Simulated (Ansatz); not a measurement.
## Several inputs for VBiO4

Cell: a COD entry whose atoms were relaxed with PBE, the cell held.

Space group I4_1/amd:1 (No. 141); a = 7.3030, c = 6.5840 Å.

```csv
site,Wyckoff,site symmetry,x,y,z
V,4b,-4m2,0.0000,0.0000,0.5000
Bi,4a,-4m2,0.0000,0.5000,0.2500
O,16h,.m.,0.5000,0.3183,0.8325
```

One atom of each set is listed; the run and its k-mesh use a cell of 12 atoms with edges of 6.12, 6.12, 6.12 Å.

Reference run. Method: Kohn–Sham DFT in Ansatz, PBE, plane waves and PAW, scalar-relativistic, 420 eV cutoff, Γ-centred 4×4×4 k-points, Fermi–Dirac smearing 0.02 eV.

It gives V_zz (10²¹ V/m²) Bi 13.85 (η 0.00), O -3.45 (η 0.59), V -3.16 (η 0.00). Each of these runs changes the input as listed (caps on SCF iterations aside):

A. scf.occupations.width: 0.02 → 0.15
B. scf.eigensolver.kind: not typed → davidson; basis.ecutwfc: not typed → 18.4 Ry

(1) Which of these changes matter for the gradients?

## Answers

(1) 

```json
{"run": "A", "Bi V_zz (η)": "13.85 (0.00)", "O V_zz (η)": "-3.45 (0.59)", "V V_zz (η)": "-3.16 (0.00)", "largest change of a gradient tensor, all atoms": "0.00", "note": "converged"}
{"run": "B", "Bi V_zz (η)": "13.53 (0.00)", "O V_zz (η)": "-3.14 (0.63)", "V V_zz (η)": "-2.68 (0.00)", "largest change of a gradient tensor, all atoms": "0.48", "note": "converged; cutoff below the recommended one"}
```

Run B moves them most, on V (V_zz from -3.16 to -2.68).

In run B the shift comes from basis.ecutwfc: the other keys steer the path to self-consistency or leave the density as it is.

On the reference run: Spin–orbit coupling is left out, which shifts gradients on Bi by a few per cent, and by more where contributions nearly cancel.
